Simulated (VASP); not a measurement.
# W: restarted molecular dynamics, 2 variants

W, Pbcm (no. 57), 8 atoms in the cell. PBE, molecular dynamics; PAW potentials W (PBE set).

| Restart from | Temperature at the end (K) | The same without a restart (K) | Potential energy at the end (eV/atom) | The same without a restart (eV/atom) | Electronic steps in the first step after the restart | Time (s) |
|---|---|---|---|---|---|---|
| CONTCAR with velocities, WAVECAR read | 1080.0 | 1080.0 | -12.53375 | -12.53375 | 6 | 229 |
| CONTCAR with velocities, no WAVECAR | 1080.0 | 1080.0 | -12.53376 | -12.53375 | 17 | 237 |

Limits: 240 fs of 8 atoms are too short for converged averages; the cell is only 4.9 Å across, so each atom moves in step with near copies of itself.

## Input of the first row

INCAR.step1:
```
SYSTEM = W
GGA = PE
PREC = Normal
ENCUT = 230
EDIFF = 1E-6
NELMIN = 4
NELM = 60
ALGO = Fast
LREAL = Auto
LASPH = .TRUE.
ISMEAR = -1
SIGMA = 0.05
ISYM = 0
LWAVE = .TRUE.
LCHARG = .FALSE.
IBRION = 0
NSW = 30
POTIM = 4.0
TEBEG = 1000
ISIF = 2
RANDOM_SEED = 707974 0 0
MDALGO = 2
SMASS = -3
KPAR = 2
```

INCAR.step2, as INCAR.step1 but for:
```
- LWAVE = .TRUE.
+ LWAVE = .FALSE.
```

KPOINTS:
```
k-points
0
Gamma
  2 3 3
```

POSCAR.step1:
```
W
1.0
    5.6193240000      0.0000000000      0.0000000000
    0.0000000000      4.8638700000      0.0000000000
    0.0000000000      0.0000000000      4.9236950000
W
8
Direct
    0.3965860000      0.9368430000      0.7500000000
    0.8965860000      0.9368430000      0.7500000000
    0.1034140000      0.4368430000      0.7500000000
    0.6034140000      0.4368430000      0.7500000000
    0.1034140000      0.0631570000      0.2500000000
    0.6034140000      0.0631570000      0.2500000000
    0.3965860000      0.5631570000      0.2500000000
    0.8965860000      0.5631570000      0.2500000000
```

Commands (each step's output is kept before the next begins):
```
cat potpaw_PBE.64/W/POTCAR > POTCAR
cp INCAR.step1 INCAR
cp POSCAR.step1 POSCAR
mpirun -np 2 vasp_std > vasp.out
cp CONTCAR POSCAR
cp INCAR.step2 INCAR
mpirun -np 2 vasp_std > vasp.out
```

Changes of the last row against the first:
```
(step 1)
- LWAVE = True
+ LWAVE = False
```

VASP 6.6.1 took 229 s on 2 cores (AMD EPYC 7R13 (Zen 3)), a shared host.
